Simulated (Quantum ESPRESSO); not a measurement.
# Ta2C (P-3m1) in Quantum ESPRESSO: further runs

One crystal, Ta2C, is run at these levels: PBEsol; tasks: band structure.

Everything below comes from runs of Quantum ESPRESSO 7.5. Logs are shortened: lines on timing, memory, paths and dates and some standing lists are left out, and cuts for length are marked.

## 1. The crystal as given

The structure is trigonal, space group P-3m1 (No. 164). The conventional cell has a = 3.106 Å, b = 3.106 Å, c = 4.946 Å, α = 90.00°, β = 90.00°, γ = 120.00°. Ta (site symmetry 3m) is surrounded by 3 C at 2.18 Å. Around C (site symmetry -3m) lie 6 Ta at 2.18 Å.

## 2. Band structure, PBEsol

File pw.in:

```
&CONTROL
  calculation = 'scf'
  prefix = 'pwscf'
  outdir = './tmp'
  pseudo_dir = './pseudo'
  tprnfor = .true.
  tstress = .true.
  disk_io = 'low'
/
&SYSTEM
  ibrav = 0
  celldm(1) = 8
  nat = 3
  ntyp = 2
  ecutwfc = 82
  nbnd = 22
  input_dft = 'pbesol'
  occupations = 'smearing'
  smearing = 'fd'
  degauss = 0.00367493
/
&ELECTRONS
  conv_thr = 6d-10
  electron_maxstep = 120
  mixing_beta = 0.5
/
ATOMIC_SPECIES
Ta   180.9479 Ta.upf
C     12.0110 C.upf
CELL_PARAMETERS alat
  0.7336625463094   0.0000000000000   0.0000000000000
 -0.3668312731547   0.6353704029058   0.0000000000000
  0.0000000000000   0.0000000000000   1.1684176628561
ATOMIC_POSITIONS crystal
Ta     0.6666666667    0.3333333333    0.7479900000
Ta     0.3333333333    0.6666666667    0.2520100000
C      0.0000000000    0.0000000000    0.0000000000
K_POINTS automatic
10 10 6 0 0 0
```

File bands.in:

```
&CONTROL
  calculation = 'bands'
  prefix = 'pwscf'
  outdir = './tmp'
  pseudo_dir = './pseudo'
  disk_io = 'low'
  verbosity = 'high'
/
&SYSTEM
  ibrav = 0
  celldm(1) = 8
  nat = 3
  ntyp = 2
  ecutwfc = 82
  nbnd = 22
  input_dft = 'pbesol'
  occupations = 'smearing'
  smearing = 'fd'
  degauss = 0.00367493
/
&ELECTRONS
  conv_thr = 1d-08
  electron_maxstep = 120
  mixing_beta = 0.5
  diago_full_acc = .true.
  startingwfc = 'random'
/
ATOMIC_SPECIES
Ta   180.9479 Ta.upf
C     12.0110 C.upf
CELL_PARAMETERS alat
  0.7336625463094   0.0000000000000   0.0000000000000
 -0.3668312731547   0.6353704029058   0.0000000000000
  0.0000000000000   0.0000000000000   1.1684176628561
ATOMIC_POSITIONS crystal
Ta     0.6666666667    0.3333333333    0.7479900000
Ta     0.3333333333    0.6666666667    0.2520100000
C      0.0000000000    0.0000000000    0.0000000000
K_POINTS crystal
60
 0.0000000000  0.0000000000  0.0000000000 1
 0.0714285714  0.0000000000  0.0000000000 1
 0.1428571429  0.0000000000  0.0000000000 1
 0.2142857143  0.0000000000  0.0000000000 1
 0.2857142857  0.0000000000  0.0000000000 1
 0.3571428571  0.0000000000  0.0000000000 1
 0.4285714286  0.0000000000  0.0000000000 1
 0.5000000000  0.0000000000  0.0000000000 1
 0.4583333333  0.0833333333  0.0000000000 1
 0.4166666667  0.1666666667  0.0000000000 1
 0.3750000000  0.2500000000  0.0000000000 1
 0.3333333333  0.3333333333  0.0000000000 1
 0.2962962963  0.2962962963  0.0000000000 1
 0.2592592593  0.2592592593  0.0000000000 1
 0.2222222222  0.2222222222  0.0000000000 1
 0.1851851852  0.1851851852  0.0000000000 1
 0.1481481481  0.1481481481  0.0000000000 1
 0.1111111111  0.1111111111  0.0000000000 1
 0.0740740741  0.0740740741  0.0000000000 1
 0.0370370370  0.0370370370  0.0000000000 1
 0.0000000000  0.0000000000  0.0000000000 1
 0.0000000000  0.0000000000  0.1250000000 1
 0.0000000000  0.0000000000  0.2500000000 1
 0.0000000000  0.0000000000  0.3750000000 1
 0.0000000000  0.0000000000  0.5000000000 1
 0.0625000000  0.0000000000  0.5000000000 1
 0.1250000000  0.0000000000  0.5000000000 1
 0.1875000000  0.0000000000  0.5000000000 1
 0.2500000000  0.0000000000  0.5000000000 1
 0.3125000000  0.0000000000  0.5000000000 1
 0.3750000000  0.0000000000  0.5000000000 1
 0.4375000000  0.0000000000  0.5000000000 1
 0.5000000000  0.0000000000  0.5000000000 1
 0.4666666667  0.0666666667  0.5000000000 1
 0.4333333333  0.1333333333  0.5000000000 1
 0.4000000000  0.2000000000  0.5000000000 1
 0.3666666667  0.2666666667  0.5000000000 1
 0.3333333333  0.3333333333  0.5000000000 1
 0.3030303030  0.3030303030  0.5000000000 1
 0.2727272727  0.2727272727  0.5000000000 1
 0.2424242424  0.2424242424  0.5000000000 1
 0.2121212121  0.2121212121  0.5000000000 1
 0.1818181818  0.1818181818  0.5000000000 1
 0.1515151515  0.1515151515  0.5000000000 1
 0.1212121212  0.1212121212  0.5000000000 1
 0.0909090909  0.0909090909  0.5000000000 1
 0.0606060606  0.0606060606  0.5000000000 1
 0.0303030303  0.0303030303  0.5000000000 1
 0.0000000000  0.0000000000  0.5000000000 1
 0.5000000000  0.0000000000  0.5000000000 1
 0.5000000000  0.0000000000  0.3750000000 1
 0.5000000000  0.0000000000  0.2500000000 1
 0.5000000000  0.0000000000  0.1250000000 1
 0.5000000000  0.0000000000  0.0000000000 1
 0.3333333333  0.3333333333  0.0000000000 1
 0.3333333333  0.3333333333  0.1000000000 1
 0.3333333333  0.3333333333  0.2000000000 1
 0.3333333333  0.3333333333  0.3000000000 1
 0.3333333333  0.3333333333  0.4000000000 1
 0.3333333333  0.3333333333  0.5000000000 1
```

Potentials or basis: PseudoDojo 0.4.1 SR PBE standard.

Run with:

```
> OMP_NUM_THREADS=1 mpirun -n 2 pw.x -nk 2 -in pw.in > pw.out
> OMP_NUM_THREADS=1 mpirun -n 2 pw.x -nk 2 -in bands.in > bands.out
```

pw.out:

```text
This program is part of the open-source Quantum ESPRESSO suite
     for quantum simulation of materials; please cite
         "P. Giannozzi et al., J. Phys.:Condens. Matter 21 395502 (2009);
         "P. Giannozzi et al., J. Phys.:Condens. Matter 29 465901 (2017);
         "P. Giannozzi et al., J. Chem. Phys. 152 154105 (2020);
     in publications or presentations arising from this work. More details at

     IMPORTANT: XC functional enforced from input :
     Exchange-correlation= PBESOL
                           (   1   4  10   8   0   0   0)
     Any further DFT definition will be discarded
     Please, verify this is what you really want

     Message from routine setup:
     using ibrav=0 with symmetry is DISCOURAGED, use correct ibrav instead

     K-points division:     npool     =       2
     Subspace diagonalization in iterative solution of the eigenvalue problem:
     a serial algorithm will be used

     G-vector sticks info
     --------------------
     sticks:   dense  smooth     PW     G-vecs:    dense   smooth      PW
     Sum         769     769    223                27941    27941    4391

     Using Slab Decomposition

     bravais-lattice index     =            0
     lattice parameter (alat)  =       8.0000  a.u.
     unit-cell volume          =     278.8633 (a.u.)^3
     number of atoms/cell      =            3
     number of atomic types    =            2
     number of electrons       =        30.00
     number of Kohn-Sham states=           22
     kinetic-energy cutoff     =      82.0000  Ry
     charge density cutoff     =     328.0000  Ry
     scf convergence threshold =      6.0E-10
     mixing beta               =       0.5000
     number of iterations used =            8  plain     mixing
     Exchange-correlation= PBESOL
                           (   1   4  10   8   0   0   0)

     celldm(1)=   8.000000  celldm(2)=   0.000000  celldm(3)=   0.000000
     celldm(4)=   0.000000  celldm(5)=   0.000000  celldm(6)=   0.000000

     crystal axes: (cart. coord. in units of alat)
               a(1) = (   0.733663   0.000000   0.000000 )
               a(2) = (  -0.366831   0.635370   0.000000 )
               a(3) = (   0.000000   0.000000   1.168418 )

     reciprocal axes: (cart. coord. in units 2 pi/alat)
               b(1) = (  1.363024  0.786943 -0.000000 )
               b(2) = (  0.000000  1.573885  0.000000 )
               b(3) = (  0.000000 -0.000000  0.855858 )

     PseudoPot. # 1 for Ta read from file:
     Ta.upf
     Pseudo is Norm-conserving + core correction, Zval = 13.0
     Generated using ONCVPSP code by D. R. Hamann
     Using radial grid of 1450 points,  8 beta functions with:
                l(1) =   0
                l(2) =   0
                l(3) =   1
                l(4) =   1
                l(5) =   2
                l(6) =   2
                l(7) =   3
                l(8) =   3

     PseudoPot. # 2 for C  read from file:
     C.upf
     Pseudo is Norm-conserving + core correction, Zval =  4.0
     Generated using ONCVPSP code by D. R. Hamann
     Using radial grid of 1248 points,  4 beta functions with:
                l(1) =   0
                l(2) =   0
                l(3) =   1
                l(4) =   1

     atomic species   valence    mass     pseudopotential
     Ta               13.00   180.94790     Ta( 1.00)
     C                 4.00    12.01100     C ( 1.00)

     12 Sym. Ops., with inversion, found

   Cartesian axes

     site n.     atom                  positions (alat units)
         1        Ta     tau(   1) = (   0.3668313   0.2117901   0.8739647  )
         2        Ta     tau(   2) = (  -0.0000000   0.4235803   0.2944529  )
         3        C      tau(   3) = (   0.0000000   0.0000000   0.0000000  )

     number of k points=    72  Fermi-Dirac smearing, width (Ry)=  0.0037
                       cart. coord. in units 2pi/alat
        k(    1) = (   0.0000000   0.0000000   0.0000000), wk =   0.0033333
        k(    2) = (   0.0000000   0.0000000   0.1426431), wk =   0.0066667
        k(    3) = (   0.0000000   0.0000000   0.2852861), wk =   0.0066667
        k(    4) = (   0.0000000   0.0000000  -0.4279292), wk =   0.0033333
        k(    5) = (   0.0000000   0.1573885   0.0000000), wk =   0.0200000
        k(    6) = (   0.0000000   0.1573885   0.1426431), wk =   0.0200000
[... 64 lines left out ...]
        k(   71) = (  -0.2726049   0.6295540  -0.1426431), wk =   0.0400000
        k(   72) = (  -0.2726049   0.6295540  -0.2852861), wk =   0.0400000

     Dense  grid:    27941 G-vectors     FFT dimensions: (  36,  36,  54)

     Initial potential from superposition of free atoms

     starting charge      29.9981, renormalised to      30.0000
     Starting wfcs are   24 randomized atomic wfcs

     Self-consistent Calculation

     iteration #  1     ecut=    82.00 Ry     beta= 0.50
     Davidson diagonalization with overlap
     ethr =  1.00E-02,  avg # of iterations =  2.1

     total energy              =    -271.84366895 Ry
     estimated scf accuracy    <       0.63046699 Ry

     iteration #  2     ecut=    82.00 Ry     beta= 0.50
     Davidson diagonalization with overlap
     ethr =  2.10E-03,  avg # of iterations =  2.7

     total energy              =    -272.00309490 Ry
     estimated scf accuracy    <       0.49700004 Ry

     iteration #  3     ecut=    82.00 Ry     beta= 0.50
     Davidson diagonalization with overlap
     ethr =  1.66E-03,  avg # of iterations =  2.2
[... 43 lines left out ...]
     total energy              =    -272.09487179 Ry
     estimated scf accuracy    <          1.6E-09 Ry

     iteration # 10     ecut=    82.00 Ry     beta= 0.50
     Davidson diagonalization with overlap
     ethr =  5.43E-12,  avg # of iterations =  4.2

     total energy              =    -272.09487179 Ry
     estimated scf accuracy    <          1.8E-09 Ry

     iteration # 11     ecut=    82.00 Ry     beta= 0.50
     Davidson diagonalization with overlap
     ethr =  5.43E-12,  avg # of iterations =  2.0

     End of self-consistent calculation

          k = 0.0000 0.0000 0.0000 (  3513 PWs)   bands (ev):

   -49.4321 -49.3638 -16.4683 -15.7726 -15.7726 -15.6605 -15.6605 -15.5821
     5.2326  11.3782  14.6199  14.6199  15.1916  18.2019  18.7308  18.7308
    19.3545  19.3545  20.6046  20.6046  21.1068  25.5906

          k = 0.0000 0.0000 0.1426 (  3519 PWs)   bands (ev):

   -49.4276 -49.3684 -16.4131 -15.7652 -15.7652 -15.6680 -15.6680 -15.6450
     5.3449  11.1813  14.5542  14.5542  15.3690  17.9010  18.4836  18.4836
    19.6469  19.6469  21.0029  21.0029  21.5068  24.7766

          k = 0.0000 0.0000 0.2853 (  3537 PWs)   bands (ev):

   -49.4151 -49.3810 -16.2605 -15.8128 -15.7450 -15.7450 -15.6883 -15.6883
     5.5891  10.7775  14.4356  14.4356  15.8504  17.2696  18.1030  18.1030
    20.4709  20.4709  21.5892  21.5892  22.2113  23.7721
[... 91 lines left out ...]
          k = 0.0000 0.6296 0.2853 (  3481 PWs)   bands (ev):

   -49.3723 -49.3573 -16.4186 -16.2906 -15.9183 -15.8942 -15.7906 -15.7620
     6.7388  11.8784  13.6833  14.6277  15.4511  16.0855  17.4820  19.7050
    19.8808  21.9199  22.5156  22.9575  23.8226  26.8628

          k = 0.0000 0.6296-0.4279 (  3468 PWs)   bands (ev):

   -49.3649 -49.3647 -16.3975 -16.3585 -15.8532 -15.8321 -15.8261 -15.8050
     6.7732  11.6397  13.6357  14.6588  15.7635  16.3151  17.4765  19.7675
    19.8259  21.9203  22.0415  22.5947  24.2452  26.8413

          k = 0.0000-0.7869 0.0000 (  3490 PWs)   bands (ev):

   -49.3726 -49.3499 -16.3919 -16.2276 -16.0778 -15.9656 -15.7904 -15.7434
     6.9866  11.4728  13.8962  14.2239  14.5168  16.4366  17.9599  21.5357
    21.6721  22.8655  23.2713  23.4166  23.6093  24.0058

          k = 0.0000-0.7869 0.1426 (  3500 PWs)   bands (ev):

   -49.3711 -49.3515 -16.4203 -16.2706 -16.0180 -15.9511 -15.7753 -15.7584
     6.9561  11.4776  13.7962  14.3191  14.7732  16.5599  17.8365  21.0717
    21.1232  22.4787  23.2324  23.2480  23.8402  24.8363

          k = 0.0000-0.7869 0.2853 (  3468 PWs)   bands (ev):

   -49.3669 -49.3556 -16.4490 -16.3557 -15.9118 -15.9054 -15.7991 -15.7675
     6.8986  11.4709  13.6655  14.5299  15.3480  16.8084  17.5357  20.1878
    20.2169  22.4694  23.1301  23.1688  23.4819  25.9999

          k = 0.0000-0.7869-0.4279 (  3472 PWs)   bands (ev):

   -49.3613 -49.3612 -16.4412 -16.4119 -15.8668 -15.8447 -15.8224 -15.7988
     6.8715  11.4590  13.6261  14.6484  15.6925  17.0706  17.2222  19.7756
    19.7898  22.5208  23.0580  23.1549  23.2949  25.9370

          k = 0.1363 0.2361 0.0000 (  3499 PWs)   bands (ev):

   -49.4180 -49.3583 -16.3895 -15.9221 -15.8787 -15.7777 -15.6911 -15.6138
     5.7596  12.1693  13.0230  14.6147  15.8116  17.0604  18.1674  18.7811
    19.1441  19.6802  21.4747  21.8895  23.1971  25.6300

          k = 0.1363 0.2361 0.1426 (  3503 PWs)   bands (ev):

   -49.4140 -49.3624 -16.3507 -15.9053 -15.8852 -15.7943 -15.7006 -15.6413
     5.8309  11.9450  13.2240  14.5408  15.8393  17.0093  18.1927  18.4243
    19.3257  19.9598  21.6180  21.9041  23.5265  24.7267

          k = 0.1363 0.2361 0.2853 (  3513 PWs)   bands (ev):
[... 263 lines left out ...]
          k =-0.2726 0.6296-0.1426 (  3493 PWs)   bands (ev):

   -49.3711 -49.3514 -16.2999 -16.2448 -16.0434 -15.9894 -15.8726 -15.7561
     6.9981  12.0159  13.6065  13.9848  15.6781  16.3292  17.0089  20.4572
    20.9596  21.3139  22.8873  23.8106  24.0163  25.1979

          k =-0.2726 0.6296-0.2853 (  3491 PWs)   bands (ev):

   -49.3670 -49.3556 -16.3242 -16.3087 -16.0474 -15.9603 -15.8320 -15.7283
     6.9906  12.0423  13.3685  13.9312  16.1956  16.6417  17.0919  19.6508
    20.1302  21.7394  22.9234  23.4994  24.4850  25.3294

     the Fermi energy is    18.2469 ev

!    total energy              =    -272.09487179 Ry
     estimated scf accuracy    <          1.2E-10 Ry
     smearing contrib. (-TS)   =      -0.00052132 Ry
     internal energy E=F+TS    =    -272.09435047 Ry

     The total energy is F=E-TS. E is the sum of the following terms:
     one-electron contribution =     -31.93756659 Ry
     hartree contribution      =      31.43694528 Ry
     xc contribution           =     -62.99858350 Ry
     ewald contribution        =    -208.59514566 Ry

     convergence has been achieved in  11 iterations

     Forces acting on atoms (cartesian axes, Ry/au):

     atom    1 type  1   force =     0.00000000    0.00000000   -0.00110638
     atom    2 type  1   force =     0.00000000    0.00000000    0.00110638
     atom    3 type  2   force =     0.00000000   -0.00000000    0.00000000

     Total force =     0.001565     Total SCF correction =     0.000081

     Computing stress (Cartesian axis) and pressure

          total   stress  (Ry/bohr**3)                   (kbar)     P=      -23.91
  -0.00014535  -0.00000000   0.00000000          -21.38       -0.00        0.00
  -0.00000000  -0.00014535   0.00000000           -0.00      -21.38        0.00
   0.00000000   0.00000000  -0.00019693            0.00        0.00      -28.97

=------------------------------------------------------------------------------=
   JOB DONE.
=------------------------------------------------------------------------------=
```

Run time: 1.7 min. Hardware: 2 MPI ranks of Arm Neoverse V1, shared host; peak memory 0.22 GiB.

Results:

| Property | Result |
| --- | --- |
| Free energy | -3702.0393 eV |
| Pressure | -2.4 GPa |
| Largest force | 0.028 eV/Å |
| Band gap on the k mesh | none (metal or under the smearing width) |

Forces in eV/Å, atoms in the order of the input:
```
Ta   0.000  0.000 -0.028
Ta   0.000  0.000  0.028
C    0.000  0.000  0.000
```

Stress tensor (GPa, compression positive):
```
-2.14  0.00  0.00
 0.00 -2.14  0.00
 0.00  0.00 -2.90
```

Levels at the corners of the path, in eV from the Fermi level:
```tsv
point	band 13	band 14	band 15	band 16	band 17	band 18
Γ	-3.06	-0.04	0.48	0.48	1.11	1.11
M	-3.73	-1.81	-0.29	3.29	3.43	4.62
K	-2.54	-1.80	-1.80	2.53	2.53	3.64
Γ	-3.06	-0.04	0.48	0.48	1.11	1.11
A	-1.81	-1.61	-0.30	-0.30	2.92	2.92
L	-2.55	-1.18	-1.02	1.53	1.54	4.27
H	-1.55	-1.15	-1.15	1.23	2.35	2.35
A	-1.81	-1.61	-0.30	-0.30	2.92	2.92
L	-2.55	-1.18	-1.02	1.53	1.54	4.27
M	-3.73	-1.81	-0.29	3.29	3.43	4.62
K	-2.54	-1.80	-1.80	2.53	2.53	3.64
H	-1.55	-1.15	-1.15	1.23	2.35	2.35
```

Caveat: the potentials were made for another functional, which shifts forces and pressure; spin-orbit coupling is left out, which moves the levels of the heavy elements.

## 3. Band structure, PBEsol, spin-orbit coupling, no magnetisation

Changes to pw.in since step 2:

```diff
@@ -15,3 +15,3 @@
   ecutwfc = 82
-  nbnd = 22
+  nbnd = 44
   input_dft = 'pbesol'
@@ -20,2 +20,4 @@
   degauss = 0.00367493
+  noncolin = .true.
+  lspinorb = .true.
 /
```

File pp_density.in:

```
&INPUTPP
  prefix = 'pwscf'
  outdir = './tmp'
  filplot = 'density.dat'
  plot_num = 0
/
&PLOT
  nfile = 1
  filepp(1) = 'density.dat'
  iflag = 3
  output_format = 6
  fileout = 'density.cube'
/
```

File pp_potential.in:

```
&INPUTPP
  prefix = 'pwscf'
  outdir = './tmp'
  filplot = 'potential.dat'
  plot_num = 11
/
&PLOT
  nfile = 1
  filepp(1) = 'potential.dat'
  iflag = 3
  output_format = 6
  fileout = 'potential.cube'
/
```

Changes to bands.in since step 2:

```diff
@@ -14,3 +14,3 @@
   ecutwfc = 82
-  nbnd = 22
+  nbnd = 44
   input_dft = 'pbesol'
@@ -19,2 +19,4 @@
   degauss = 0.00367493
+  noncolin = .true.
+  lspinorb = .true.
 /
```

Potentials or basis: PseudoDojo 0.4 FR PBE standard.

Run with:

```
> OMP_NUM_THREADS=1 mpirun -n 2 pw.x -nk 2 -in pw.in > pw.out
> OMP_NUM_THREADS=1 mpirun -n 1 pp.x -in pp_density.in > pp_density.out
> OMP_NUM_THREADS=1 mpirun -n 1 pp.x -in pp_potential.in > pp_potential.out
> OMP_NUM_THREADS=1 mpirun -n 2 pw.x -nk 2 -in bands.in > bands.out
```

Run time: 8.9 min. Hardware: 2 MPI ranks of Arm Neoverse V1, shared host; peak memory 0.6 GiB.

The run converged. Its results:

```
Free energy            : -3709.1438 eV
Pressure               : -2.4 GPa
Band gap on the k mesh : none (metal or under the smearing width)
```

Stress tensor (GPa, compression positive):
```
-2.26  0.00  0.00
 0.00 -2.26  0.00
 0.00  0.00 -2.64
```

Levels at the corners of the path, in eV from the Fermi level:
```
point  band 28  band 29  band 30  band 31  band 32  band 33
    Γ    -0.10     0.21     0.21     0.74     0.74     1.09
    M    -1.82    -0.32    -0.32     3.18     3.18     3.54
    K    -1.85    -1.74    -1.74     2.49     2.49     2.58
    Γ    -0.10     0.21     0.21     0.74     0.74     1.09
    A    -1.62    -0.46    -0.46    -0.11    -0.11     2.88
    L    -1.19    -1.05    -1.05     1.54     1.54     1.57
    H    -1.29    -1.06    -1.06     1.25     1.25     2.37
    A    -1.62    -0.46    -0.46    -0.11    -0.11     2.88
    L    -1.19    -1.05    -1.05     1.54     1.54     1.57
    M    -1.82    -0.32    -0.32     3.18     3.18     3.54
    K    -1.85    -1.74    -1.74     2.49     2.49     2.58
    H    -1.29    -1.06    -1.06     1.25     1.25     2.37
```

Caveat: the potentials were made for another functional, which shifts forces and pressure.
